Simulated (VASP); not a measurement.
CdIn2S4 (Cadmoindite), 14 atoms in the cell. Symmetry: Fd-3m, No. 227, cubic system. The conventional cell has a = 11.181 Å, b = 11.181 Å, c = 11.181 Å, α = 90.00°, β = 90.00°, γ = 90.00°. Cd (site symmetry -43m) has 4 S at 2.60 Å as nearest neighbours. Around In (site symmetry -3m) lie 6 S at 2.69 Å. S (site symmetry 3m) has 1 Cd at 2.60 Å and 3 In at 2.69 Å as nearest neighbours.  The cell isn't the ideal one: a relaxed cell with its volume scaled by 1.04.

* Program: VASP 6.6.1
* Task: relaxation of the atoms
* Functional: PBE
* Potentials or basis: VASP PAW PBE potentials, release 64 (Cd, In, S)
* Cutoff: 300 eV
* k mesh: 3 × 3 × 3
* Occupations: gaussian, width 0.03 eV
* Spin: no spin polarisation
* Further INCAR settings: ALGO = Normal; EDIFF = 1e-07; IBRION = 2; EDIFFG = -0.01; NSW = 40

Potentials or basis: VASP PAW PBE potentials, release 64 (Cd, In, S).

Command:

```sh
$ cat potpaw_PBE.64/Cd/POTCAR potpaw_PBE.64/In/POTCAR potpaw_PBE.64/S/POTCAR > POTCAR
$ mpirun -np 4 vasp_std > vasp.out
```

Hardware: 4 MPI ranks on Intel(R) Xeon(R) Platinum 8488C (Sapphire Rapids) (shared host).

Problem. How long does it take, and how much memory?

Solution. Wall time 28 s on 4 MPI ranks on Intel(R) Xeon(R) Platinum 8488C (Sapphire Rapids), on a shared host, peak memory 0.18 GiB a rank. Counts: scf iterations 31, k points 4, ion steps 3.
